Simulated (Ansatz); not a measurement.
Runs of Ansatz 0.2.0 on Te2Mo. Symmetry: P6_3/mmc, No. 194, hexagonal system. Conventional cell: a = 3.518 Å, b = 3.518 Å, c = 13.974 Å, α = 90.00°, β = 90.00°, γ = 120.00°. Around Te (site symmetry 3m) lie 3 Mo at 2.72 Å. Mo (site symmetry -6m2) is surrounded by 6 Te at 2.72 Å. 

| level | U | hubbard projectors | double counting | gap on the mesh (eV) | pressure (GPa) | largest force (eV/Å) |
| --- | --- | --- | --- | --- | --- | --- |
| r2SCAN | - | - | - | (b) | 2.2 | (c) |
| r2SCAN+U | Mo d U = 3 eV | ortho-atomic (the default) | fll (the default) | 0.94 | 1.9 | (a) |
| r2SCAN+U | Mo d U = 4 eV | ortho-atomic (the default) | fll (the default) | 0.94 | 1.8 | 0.15 |
| r2SCAN+U | Mo d U = 5 eV | ortho-atomic (the default) | fll (the default) | 0.91 | 1.7 | 0.17 |
| r2SCAN+U | Mo d U = 2 eV | ortho-atomic (the default) | fll (the default) | 0.92 | 2.0 | 0.11 |

Alike in all rows: task projected density of states; potentials or basis Ansatz PAW; no spin polarisation; cell as given; k mesh 9 × 9 × 2; cutoff (eV) 500; smearing fermi-dirac 0.05 eV.

**Question.** Estimate the missing entries.

**Answer.** (a) 0.13; (b) 0.89; (c) 0.08.

Caveats: odd divisions of the mesh miss points on the zone boundary, where band edges often lie, so the gap on the mesh can be too wide; spin-orbit coupling is left out, which moves the levels of the heavy elements; the PAW data sets come from PBE, with cores solved anew for the run's functional, which leaves a small shift of forces and pressure; the density of states is complete only up to the lowest level of the last band computed; the U is typed as a test and isn't derived for this compound (some runs).

A k mesh can miss the band edges, and the runs leave out spin-orbit coupling on Mo, Te.
